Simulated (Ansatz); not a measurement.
BP under changes of volume

One of the cells (11.682 Å³/atom); the others are scaled copies at fixed shape and fractional positions:

```
P B
1.0
     0.00000    2.26900    2.26900
     2.26900    0.00000    2.26900
     2.26900    2.26900    0.00000
P B
1 1
Cartesian
  3.4035 3.4035 3.4035
  0.0000 0.0000 0.0000
```

| Quantity | Value |
| --- | --- |
| Program | Ansatz 0.2.0 |
| Functional | CAM-B3LYP |
| Potentials or basis | Ansatz PAW |
| Cutoff | 420 eV (not typed: the program's choice for these potentials) |
| k mesh | 5 × 5 × 5 |
| Occupations | fermi-dirac, width 0.05 eV |
| Spin | no spin polarisation |

```csv
volume (Å³/atom),energy over the lowest point (meV/atom),pressure (GPa),gap on the mesh (eV)
10.981,23.09,11.6,4.91
11.214,?,?,?
11.448,2.01,3.2,4.95
11.682,0.00,-0.4,4.96
11.915,3.04,-3.7,4.98
12.149,10.70,-6.7,5.00
12.383,22.50,-9.5,5.01
```

What does the run at 11.214 Å³/atom give?

Energy over the lowest point 9.54 meV/atom; pressure 7.2 GPa; gap on the mesh 4.93 eV.

Worked out: A Birch-Murnaghan fit of order 3 (a polynomial in V^(-2/3)) to the other rows has its minimum at 11.65 Å³/atom with B0 = V·E''(V) = 174 GPa and B' = 3.7. It gives 9.53 meV/atom at 11.214 Å³/atom, against the run's 9.54, and -dE/dV = 7.2 GPa, against 7.2. A straight line through the other rows of the gap, of slope 0.842 eV per unit of ln V, gives 4.93 eV, against the run's 4.93.

Energies are extrapolated to zero smearing.

Caveats: all runs use coarse meshes; odd divisions of the mesh miss points on the zone boundary, where band edges often lie, so the gap on the mesh can be too wide; the PAW data sets come from PBE, with cores solved anew for the run's functional, which leaves a small shift of forces and pressure; the thresholds are loose for stress.

A mesh can miss the band edges.
